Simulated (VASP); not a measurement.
Input of a VASP 6.6.1 run:

File INCAR:

```
ALGO = Fast ; EDIFF = 1E-6
EDIFFG = -0.005 ; ENCUT = 600
GGA = PE ; IBRION = 2
ISIF = 3 ; ISMEAR = 0
ISPIN = 2 ; IVDW = 12
LASPH = True ; LCHARG = False
LORBIT = 11 ; LREAL = False
LWAVE = False ; MAGMOM = 0.62 0.62
NELM = 150 ; NSW = 100
PREC = Accurate ; SIGMA = 0.02
```

The input KPOINTS:

```
k-points
0
Gamma
  9 9 9
```

File POSCAR:

```
O
1.0
    1.6749479049      0.9670316238      3.7319995215
   -1.6749479049      0.9670316238      3.7319995215
    0.0000000000     -1.9340632475      3.7319995215
O
2
Direct
    0.9453852800      0.9453852800      0.9453852800
    0.0546147200      0.0546147200      0.0546147200
```

Potentials or basis: VASP PAW PBE potentials, release 64 (O).

Command:

```sh
$ cat potpaw_PBE.64/O/POTCAR > POTCAR
$ mpirun -np 1 vasp_std > vasp.out
```

Q: Predict the relaxed cell.

A: a = 4.207 Å, b = 4.207 Å, c = 4.207 Å, α = 48.77°, β = 48.77°, γ = 48.77°.

Q: Predict the dispersion energy per atom.

A: -0.040 eV.

Q: Estimate the site moments.

A: O +0.81 μB.

Q: Predict the net moment.

A: 2.00 μB per cell.

Final structure:
```xyz
2
Lattice="1.7369 1.0028 3.6983 -1.7369 1.0028 3.6983 0.0000 -2.0056 3.6983" Properties=species:S:1:pos:R:3 pbc="T T T"
O     0.0000    0.0000   10.4782
O     0.0000    0.0000    0.6166
```

Caveat: the standard files for N, O and F lose accuracy on very short bonds.
